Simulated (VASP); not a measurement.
A run of VASP 6.6.1:

Contents of INCAR:

```
SYSTEM = P
ALGO     = Fast           ! electronic algorithm
EDIFF    = 1E-6           ! SCF threshold, eV
ENCUT    = 520            ! plane-wave cutoff, eV
GGA      = PS             ! functional
ISIF     = 2              ! what is computed and relaxed
ISMEAR   = 0              ! smearing method
LASPH    = .TRUE.         ! aspherical terms in the spheres
LCHARG   = .FALSE.        ! write CHGCAR
LREAL    = .FALSE.        ! projectors in reciprocal space
LWAVE    = .FALSE.        ! write WAVECAR
NBANDS   = 8              ! bands
NELM     = 100            ! most SCF steps
PREC     = Accurate       ! precision mode
SIGMA    = 0.15           ! smearing width, eV
```

The input KPOINTS:

```
k-points
0
G
  12 12 12
  0 0 0
```

Contents of POSCAR:

```
P
1.0
    4.1392881578      0.0000000000      0.0000000000
    0.0000000000      4.1392881578      0.0000000000
    0.0000000000      0.0000000000      4.6652065926
P
1
Direct
    0.0000000000      0.0000000000      0.0000000000
```

Potentials or basis: VASP PAW PBE potentials, release 64 (P).

Run with:

```sh
$ cat potpaw_PBE.64/P/POTCAR > POTCAR
$ mpirun -np 1 vasp_std > vasp.out
```

Hardware: 1 thread of Intel(R) Xeon(R) 6975P-C (Granite Rapids), on a shared host.

**Question.** How long does it take, and how much memory?

**Answer.** Run time: 26 s on 1 thread of Intel(R) Xeon(R) 6975P-C (Granite Rapids), with other jobs on the host, peak memory 0.25 GiB. Counts: scf iterations 12, k points 196.
